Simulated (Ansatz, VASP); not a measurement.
Cd: VASP beside Ansatz

```
Cd
1.0
    -0.01664    2.21815    2.21815
     2.21815   -0.01664    2.21815
     2.20151    2.20151    0.00000
Cd
1
Direct
  0.00000 0.00000 0.00000
```

This isn't the form of Cd at room conditions, which is hcp.

Alike in both runs: task single point; functional PBE; k mesh 9 × 9 × 9; occupations fermi-dirac, width 0.15 eV; no spin polarisation.

```csv
,VASP,Ansatz
version,VASP 6.6.1,Ansatz 0.2.0
potentials or method,"VASP PAW PBE potentials, release 64 (Cd)","plane waves, PAW"
plane-wave cutoff (eV),520,520
valence electrons in the cell,12,20
```

Ansatz gave:

* pressure (GPa): 2.4
* largest component of the traceless stress (GPa): 0.06

Question: What did VASP give for the same quantities?

Answer: Pressure (GPa): 2.7; largest component of the traceless stress (GPa): 0.05.

The two sets of potentials don't hold the same shells in valence.
